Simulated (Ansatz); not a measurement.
KCl in Ansatz: the effect of functional

KCl:

```xyz
2
Lattice="3.8392 0.0000 0.0000 0.0000 3.8392 0.0000 0.0000 0.0000 3.8392" Properties=species:S:1:pos:R:3 pbc="T T T"
K     0.0000    0.0000    0.0000
Cl    1.9196    1.9196    1.9196
```

Measurements of this composition are mostly on another form, of space group No. 225.

Alike in all runs:

| Property | Result |
| --- | --- |
| Program | Ansatz 0.2.0 |
| Task | single point |
| Potentials or basis | all-electron PAW datasets made for the crystal |
| k mesh | 6 × 6 × 6 |
| Occupations | fermi-dirac, width 0.05 eV |
| Spin | no spin polarisation |

Q: One run gave: gap on the mesh 6.12 eV; pressure -0.5 GPa. Which functional did it use?
A. PBE
B. PBE0
C. HSE06

A: C.

```tsv
functional	cutoff	gap on the mesh (eV)	pressure (GPa)
PBE	240 eV (chosen from the basis error)	4.80	-0.1
HSE06	270 eV (chosen from the basis error)	6.12	-0.5
PBE0	270 eV (chosen from the basis error)	6.84	-0.5
```

A k mesh can miss the band edges.
